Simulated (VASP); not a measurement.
Crystal: Hf.

```
Hf
1.0
     3.19670    0.00000    0.00000
    -1.59835    2.76842    0.00000
     0.00000    0.00000    5.05780
Hf
2
Direct
  0.66667 0.33333 0.75000
  0.33333 0.66667 0.25000
```

Program: VASP 6.6.1. Alike in all runs: task band structure; no spin polarisation; cell as given; k mesh 10 × 10 × 5; cutoff (eV) 520; smearing fermi-dirac 0.05 eV.

Problem. Order these runs on this cell by their pressure, lowest first.
A. level SCAN; potentials or basis VASP PAW PBE potentials, release 64 (Hf_pv); further INCAR settings ALGO = Normal; EDIFF = 1e-07
B. level RPBE; potentials or basis VASP PAW PBE potentials, release 64 (Hf_pv); further INCAR settings ALGO = Fast; EDIFF = 1e-07
C. level LDA; potentials or basis VASP PAW LDA potentials, release 64 (Hf_pv); further INCAR settings ALGO = Fast; EDIFF = 1e-07
D. level r2SCAN; potentials or basis VASP PAW PBE potentials, release 64 (Hf_pv); further INCAR settings ALGO = Normal; EDIFF = 1e-07

Solution. C (-7.8 GPa), A (-4.4 GPa), D (-0.8 GPa), B (3.0 GPa).

Caveats: the PAW data sets were made with another functional, which shifts forces and pressure a little (some runs).

Runs at the PBE level aren't shown here.
